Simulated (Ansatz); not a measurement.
**Density of states of RbBr**

```
Rb Br
1.0
     0.00000    3.50760    3.50760
     3.50760    0.00000    3.50760
     3.50760    3.50760    0.00000
Rb Br
1 1
Direct
  0.00000 0.00000 0.00000
  0.50000 0.50000 0.50000
```

The cell was built from the rocksalt type and relaxed in the same program, and has space group Fm-3m; it needn't be a known or the stable phase.

These are results of Ansatz 0.2.0, DFT, PBE, all-electron LAPW, scalar-relativistic, not measurements.

Numerical set-up: a Γ-centred 9×9×9 k mesh, Fermi–Dirac smearing of 0.05 eV, basis error target 1 meV/atom, no spin polarisation.

**Question.** Which of the resolved shells contributes most in the top eV of the valence band?

**Answer.** Br 4p, with 96 % of all states there; Rb 5s follows with 3 %.

**Question.** Tabulate the density of states.

**Answer.** States per eV and cell, averaged over 0.4 eV, from -9.0 to 6.8 eV, with energies (bin centres) from the valence-band top; empty bins are left out. The partial columns, the largest 3 alone, are projections on Löwdin-orthogonalised atomic shells (those that the program's projection atoms carry: the occupied ones and, for some elements, an empty d or f shell; other empty shells have no column), summed over atoms of an element. Weights on diffuse s and p shells depend on that basis and aren't pure angular character.
```tsv
E (eV)	total	Rb 4p	Br 4p	Rb 5s
-8.9	2.06	2.02	0.03	0.00
-8.5	12.94	12.78	0.07	0.01
-0.9	0.68	0.00	0.59	0.08
-0.5	5.70	0.05	5.28	0.31
-0.1	8.62	0.06	8.47	0.01
4.3	0.03	0.00	0.00	0.02
4.7	0.12	0.00	0.01	0.10
5.1	0.22	0.00	0.02	0.17
5.5	0.33	0.00	0.03	0.26
5.9	0.96	0.00	0.04	0.38
6.3	1.74	0.00	0.05	0.52
6.7	3.12	0.00	0.07	0.72
```
